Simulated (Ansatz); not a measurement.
```yaml
crystal:
  lattice:
    - [0.00000, 2.28000, 2.28000]
    - [2.28000, 0.00000, 2.28000]
    - [2.28000, 2.28000, 0.00000]
  atoms:
    - { symbol: Na, position: [0.00000, 0.00000, 0.00000] }
    - { symbol: F, position: [0.50000, 0.50000, 0.50000] }
```

```yaml
orbitals: PBE
datasets: hard PAW set made for 700 eV
k_mesh: 4×4×4
empty_bands: 153
response_cutoff: 200 eV
wave_cutoff: 700 eV
frequencies: plasmon pole, fitted at 0 and 21.57i eV
q_→_0_term: analytic weight of Carrier, Rohra and Görling
band_sums: cut at the band count
```

Program: Ansatz. The Kohn-Sham gap (direct at Γ) is 6.58 eV and the electronic dielectric constant on this mesh 1.8.

(1) By how much does G0W0 change the gap?

Results:

(1) By +4.29 eV, to 10.87 eV. The valence edge moves by -2.77 eV (Z = 0.81) and the conduction edge by +1.52 eV (Z = 0.90).

The cell is a model at fixed atoms and needn't be the relaxed known crystal. The mesh is coarse, so these are values at the stated settings, not converged ones. Band sums or response are cut, so the gap isn't at its basis limit.
